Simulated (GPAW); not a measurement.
# FeO (P4_2/mmc) in GPAW: reference runs

How does FeO come out in PBEsol? The cell is run as given.

All numbers are computed with GPAW 26.7.0; they aren't measurements. Logs are shortened: lines on timing, memory, paths and dates and some standing lists are left out, and cuts for length are marked. The log counts tension as positive stress, the text compression.

**1. The structure**

Symmetry: P4_2/mmc, No. 131, tetragonal system. Conventional cell: a = 3.046 Å, b = 3.046 Å, c = 5.464 Å, α = 90.00°, β = 90.00°, γ = 90.00°. Around Fe (site symmetry mmm) lie 4 O at 2.05 Å. O (site symmetry -4m2) is surrounded by 4 Fe at 2.05 Å.

The cell comes from a database or a generator and needn't be the stable form of this composition.

**2. Single point, PBEsol, collinear spin, ferromagnetic start**

Contents of run.py:

```python
from ase import Atoms
from ase.dft.bandgap import bandgap
from ase.io import write
from ase.units import GPa
from gpaw import GPAW, PW, setup_paths

setup_paths.insert(0, '.')

atoms = Atoms(['Fe', 'Fe', 'O', 'O'],
              cell=[[3.0458920022, 0.0, 0.0],
                    [0.0, 3.0458920022, 0.0],
                    [0.0, 0.0, 5.464211507]],
              scaled_positions=[[0.5, 0.0, 0.5],
                                [0.0, 0.5, 0.0],
                                [0.5, 0.5, 0.25],
                                [0.5, 0.5, 0.75]],
              pbc=True)
atoms.set_initial_magnetic_moments([3.0, 3.0, 0.0, 0.0])

calc = GPAW(mode=PW(800),
            xc='PBEsol',
            kpts={'size': (9, 9, 5), 'gamma': True},
            occupations={'name': 'fermi-dirac', 'width': 0.05},
            nbands=29,
            convergence={'density': 1e-05, 'energy': 1e-05},
            maxiter=150,
            txt='gpaw.txt')
atoms.calc = calc
energy = atoms.get_potential_energy()
forces = atoms.get_forces()
stress = atoms.get_stress()
calc.write('gs.gpw')
write('result.traj', atoms)
print(f'Energy: {energy:.6f} eV')
print('Forces (eV/A):')
print(forces.round(4))
print('Stress (GPa):', (stress / GPa).round(3))
print('Moments:', calc.get_magnetic_moments().round(3))
print('Fermi level:', round(calc.get_fermi_level(), 4), 'eV')
print(f'Gap: {bandgap(calc)[0]:.4f} eV, direct: {bandgap(calc, direct=True)[0]:.4f} eV')
```

Potentials or basis: PAW data sets generated in the run's folder for this functional, pw.

On the command line:

```sh
gpaw-setup -f PBEsol Fe O
OMP_NUM_THREADS=1 python run.py
```

gpaw.txt:

```text
__  _  _
 | _ |_)|_||  |
 |__||  | ||/\| - 26.7.0

Input parameters:
  mode=PW(ecut=800.0),
  convergence={'density': 1e-05, 'energy': 1e-05},
  kpts=MonkhorstPack(size=(9, 9, 5), gamma=True),
  maxiter=150,
  nbands=29,
  occupations=Occupations(name='fermi-dirac', width=0.05),
  xc=XC(name='PBEsol')

Diagonalizing LCAO Hamiltonian
Converting LCAO to pw mode
   .------.
  /|      |
 * |      |
 | | O    |
 | |      |
 | |      |
 | |Fe    |
 | .------.
 |Fe     /
 *------*

Atoms  # Å, Bohr magnetons
|   | symbol |        x |        y |        z |    initial magnetic moments |
|---|--------|----------|----------|----------|-----------------------------|
| 0 |     Fe | 1.522946 | 0.000000 | 2.732106 | ( 0.0000,  0.0000,  3.0000) |
| 1 |     Fe | 0.000000 | 1.522946 | 0.000000 | ( 0.0000,  0.0000,  3.0000) |
| 2 |      O | 1.522946 | 1.522946 | 1.366053 | ( 0.0000,  0.0000,  0.0000) |
| 3 |      O | 1.522946 | 1.522946 | 4.098159 | ( 0.0000,  0.0000,  0.0000) |

Unit cell  # Å
| periodic |        x |        y |        z |  lengths |    angles |
|----------|----------|----------|----------|----------|-----------|
|      yes | 3.045892 | 0.000000 | 0.000000 | 3.045892 | 90.000000 |
|      yes | 0.000000 | 3.045892 | 0.000000 | 3.045892 | 90.000000 |
|      yes | 0.000000 | 0.000000 | 5.464212 | 5.464212 | 90.000000 |

Number of symmetries: 8
Symmetry operations  # r_c * U_cc + t_c -> r_c
|   | kind |            matrix            |
|---|------|------------------------------|
| 0 |  E   |  1, 0, 0,  0, 1, 0,  0, 0, 1 |
| 1 |  σ   |  1, 0, 0,  0, 1, 0,  0, 0,-1 |
| 2 |  σ   |  1, 0, 0,  0,-1, 0,  0, 0, 1 |
| 3 |  C2  |  1, 0, 0,  0,-1, 0,  0, 0,-1 |
| 4 |  σ   | -1, 0, 0,  0, 1, 0,  0, 0, 1 |
| 5 |  C2  | -1, 0, 0,  0, 1, 0,  0, 0,-1 |
| 6 |  C2  | -1, 0, 0,  0,-1, 0,  0, 0, 1 |
| 7 |  i   | -1, 0, 0,  0,-1, 0,  0, 0,-1 |

BZ-sampling:
  Number of BZ points: 405
  Number of IBZ points: 75

  Monkhorst-Pack size: [9, 9, 5]
  Monkhorst-Pack shift: [0, 0, 0]

K-points  # in reciprocal-cell coordinates
|     |                                coordinates |     weight |
|-----|--------------------------------------------|------------|
|   0 | (  0.00000000,   0.00000000,   0.00000000) | 0.00246914 |
|   1 | (  0.00000000,   0.00000000,   0.20000000) | 0.00493827 |
|   2 | (  0.00000000,   0.00000000,   0.40000000) | 0.00493827 |
|   3 | (  0.00000000,   0.11111111,   0.00000000) | 0.00493827 |
|   4 | (  0.00000000,   0.11111111,   0.20000000) | 0.00987654 |
|   5 | (  0.00000000,   0.11111111,   0.40000000) | 0.00987654 |
|   6 | (  0.00000000,   0.22222222,   0.00000000) | 0.00493827 |
|   7 | (  0.00000000,   0.22222222,   0.20000000) | 0.00987654 |
|   8 | (  0.00000000,   0.22222222,   0.40000000) | 0.00987654 |
|   9 | (  0.00000000,   0.33333333,   0.00000000) | 0.00493827 |
| ... |                                            |            |
|  74 | (  0.44444444,   0.44444444,   0.40000000) | 0.01975309 |

Plane wave coefficients: 2621
Cutoff: 800.0 eV

Spin-components: 2 (collinear spins)
Bands:           29
Projectors:      22
Spin-degeneracy: 1
Datatype:        complex128

Parallelization:
  kpt:    1
  domain: 1
  band:   1

Density:
  Valence electrons: 28.0
  Components: 2
  Grid points: [20 20 36]
  Charge: 0.0  # |e|

Potential:
  Grid points: [20 20 36]

species:
  Fe:
    name:    Iron
    Z:       26.0
    valence: 8
    core:    18
    charge:  0.0  # [|e|]
    compensation charges:
      type: gauss
      rc: 0.33  # [Å]
      lmax: 2
    cutoffs:
      filter: 2.06  # [Å]
      core: 2.67  # [Å]
    projectors
    | kind |    occ | energy [eV] | rcut [Å] |
    |------|--------|-------------|----------|
    |   4s |  2.000 |      -5.310 |    1.164 |
    |   4p |  0.000 |      -1.300 |    1.058 |
    |   3d |  6.000 |      -7.529 |    1.058 |
    |    s |        |      21.902 |    1.164 |
    |    p |        |      25.911 |    1.058 |
    |    d |        |      19.682 |    1.058 |

    Using partial waves for Fe as LCAO basis

  O:
    name:    Oxygen
    Z:       8.0
    valence: 6
    core:    2
    charge:  0.0  # [|e|]
    compensation charges:
      type: gauss
      rc: 0.21  # [Å]
      lmax: 2
    cutoffs:
      filter: 1.17  # [Å]
      core: 0.83  # [Å]
    projectors
    | kind |    occ | energy [eV] | rcut [Å] |
    |------|--------|-------------|----------|
    |   2s |  2.000 |     -23.808 |    0.688 |
    |   2p |  4.000 |      -8.972 |    0.598 |
    |    s |        |       3.404 |    0.688 |
    |    p |        |      18.239 |    0.598 |
    |    d |        |       0.000 |    0.619 |

    Using partial waves for O as LCAO basis

Reference energy: -73242.233074  # eV

eigensolver:
  PPCG
  Converge bands: occupied
  niter=2

density mixing:
  MSR1-Mixer
  Pratt-step length: 0.05
  Maximum mixing coefficient: 0.75
  Old densities: 10
  SVD Regularization: 0.005
  Good broyden scale: 1.0
  Trust region scale: 1.0
  Backstep threshold: 4.0
  History deletion threshold: 6.0
  Fourier metric: weight=20.0, sigma=0.015

occupation numbers:
  Fermi-Dirac:
    width: 0.0500  # eV

poisson solver:
  ecut: 6400.0  # eV

xc functional:
  name: PBEsol with 2 nearest neighbor stencil

convergence criteria:
- Maximum integral of absolute [dens]ity change: 1e-05 electrons / valence electron
- Maximum [total energy] change in last 3 cyles: 1e-05 eV / valence electron
- Maximum integral of absolute [eigenst]ate change: 4e-08 eV^2 / valence electron
maximum number of iterations: 150

SCF iterations
|iter     | |      energy | eigst |  dens |  magmom |
|---------|-|-------------|-------|-------|---------|
|iter:   1| |  -34.672804 | -0.04 |       |  +6.0045|
|iter:   2| |  -34.034970 | -1.88 | -0.73 |  +6.0919|
|iter:   3| |  -33.092377 | -1.13 | -0.80 |  +6.4618|
|iter:   4| |  -33.129011 | -2.45 | -1.29 |  +6.4485|
|iter:   5| |  -33.140230 | -2.66 | -1.35 |  +6.5544|
|iter:   6| |  -33.327707 | -2.88 | -1.46 |  +6.5978|
|iter:   7| |  -36.933648 | -1.55 | -1.09 |  +6.5751|
|iter:   8| |  -39.420122 | -0.96 | -0.55 |  +6.3948|
|iter:   9| |  -33.121374 | -1.49 | -0.48 |  +6.4686|
|iter:  10| |  -33.138617 | -2.76 | -1.38 |  +6.5917|
|iter:  11| |  -33.141402 | -4.11 | -1.69 |  +6.6070|
|iter:  12| |  -33.142343 | -5.20 | -1.84 |  +6.6116|
|iter:  13| |  -33.149263 | -4.07 | -1.86 |  +6.6912|
|iter:  14| |  -33.153128 | -4.36 | -1.88 |  +6.7633|
|iter:  15| |  -33.155690 | -4.77 | -1.96 |  +6.8200|
|iter:  16| |  -33.161023 | -3.80 | -2.00 |  +6.9511|
|iter:  17| |  -33.162361 | -4.92 | -2.16 |  +6.9796|
|iter:  18| |  -33.170309 | -3.08 | -2.08 |  +7.3035|
|iter:  19| |  -33.173281 | -4.34 | -2.36 |  +7.4686|
|iter:  20| |  -33.173057 | -4.99 | -2.44 |  +7.4670|
|iter:  21| |  -33.172906 | -5.09 | -2.79 |  +7.4456|
|iter:  22| |  -33.172859c| -6.21 | -3.27 |  +7.4468|
|iter:  23| |  -33.172791c| -6.64 | -3.74 |  +7.4412|
|iter:  24| |  -33.172805c| -7.32 | -4.05 |  +7.4437|
|iter:  25| |  -33.172790c| -7.94c| -4.48 |  +7.4425|
|iter:  26| |  -33.172790c| -8.63c| -5.08c|  +7.4427|

Converged in 26 steps
Energy contributions relative to reference atoms: (reference = -73242.233074)

Energy contributions:
  Kinetic:          29.018861
  Coulomb:         -28.926984
  Zero:              0.549740
  External:          0.000000
  Xc:              -33.789903
  Entropy:          -0.049010
  Spinorbit:         0.000000
  ----------------------------
  Free energy:     -33.197295
  Extrapolated:    -33.172790

dipole moment: (-7.408826, -7.408828, -13.291144)  # |e|*Ang

Total magnetic moment: (0.000000, 0.000000, 7.442677)

Local magnetic moments
|        x |        y |        z |
|----------|----------|----------|
| 0.000000 | 0.000000 | 3.370686 |  # Fe   0
| 0.000000 | 0.000000 | 3.370657 |  # Fe   1
| 0.000000 | 0.000000 | 0.158421 |  # O    2
| 0.000000 | 0.000000 | 0.158421 |  # O    3

Fermi level: 5.936
Eigenvalues  # (at kpt = [0.000, 0.000, 0.000])
| band index |      eig [eV] | occ [0-1] |      eig [eV] | occ [0-1] |
|------------|---------------|-----------|---------------|-----------|
|          0 |       -13.741 |     1.000 |       -13.327 |     1.000 |
|        ... |               |           |               |           |
|          6 |         2.082 |     1.000 |         2.593 |     1.000 |
|          7 |         2.148 |     1.000 |         3.100 |     1.000 |
|          8 |         2.148 |     1.000 |         3.319 |     1.000 |
|          9 |         2.243 |     1.000 |         4.333 |     1.000 |
|         10 |         2.733 |     1.000 |         5.371 |     1.000 |
|         11 |         2.747 |     1.000 |         6.474 |     0.000 |
|         12 |         2.836 |     1.000 |         6.474 |     0.000 |
|         13 |         2.845 |     1.000 |         6.511 |     0.000 |
|         14 |         2.845 |     1.000 |         6.623 |     0.000 |
|         15 |         3.389 |     1.000 |         6.643 |     0.000 |
|         16 |         6.042 |     0.107 |         7.994 |     0.000 |
|         17 |         6.042 |     0.107 |         8.643 |     0.000 |
|         18 |         6.395 |     0.000 |         8.643 |     0.000 |
|         19 |        10.511 |     0.000 |        10.754 |     0.000 |
|         20 |        12.082 |     0.000 |        13.151 |     0.000 |
|        ... |               |           |               |           |
|         28 |        23.557 |     0.000 |        23.961 |     0.000 |

No gap
No difference between direct/indirect transitions

Forces  # eV/Ang
|        x |       y |        z |
|----------|---------|----------|
|  0.00000 | 0.00000 |  0.00000 |  # Fe   0
| -0.00000 | 0.00000 |  0.00000 |  # Fe   1
|  0.00000 | 0.00000 | -0.00004 |  # O    2
|  0.00000 | 0.00000 |  0.00004 |  # O    3

Stress tensor  # eV/Ang^3
|        x |        y |        z |
|----------|----------|----------|
| 0.081632 | 0.000000 | 0.000000 |
| 0.000000 | 0.081632 | 0.000000 |
| 0.000000 | 0.000000 | 0.110109 |

# Writing to gs.gpw (mode='')
```

It took 6.3 min on 1 thread of Arm Neoverse V2, shared host; peak memory 0.39 GiB.

Results:

```yaml
Free_energy: -33.1973 eV
Pressure: -14.6 GPa
Band_gap_on_the_k_mesh: none (metal or under the smearing width)
Net_moment: 7.44 μB per cell
Site_moments: Fe +3.37; O +0.16 μB
```

Stress tensor (GPa, compression positive):
```
-13.08   0.00   0.00
  0.00 -13.08   0.00
  0.00   0.00 -17.64
```

Levels at points of the mesh, in eV from the Fermi level:
Spin up:
```csv
k point,band 15,band 16,band 17,band 18,band 19,band 20,band 21,band 22
"(0.00, 0.00, 0.00)",-3.09,-2.55,0.11,0.11,0.46,4.58,6.15,12.21
```
Spin down:
| k point | band 7 | band 8 | band 9 | band 10 | band 11 | band 12 | band 13 | band 14 |
| --- | --- | --- | --- | --- | --- | --- | --- | --- |
| (0.00, 0.00, 0.00) | -3.34 | -2.84 | -2.62 | -1.60 | -0.56 | 0.54 | 0.54 | 0.57 |

Caveat: semilocal functionals often make such compounds metallic where correlation or magnetic order opens a gap, which also shifts bond lengths; only a ferromagnetic start was run, and an antiferromagnetic order may lie lower in energy.
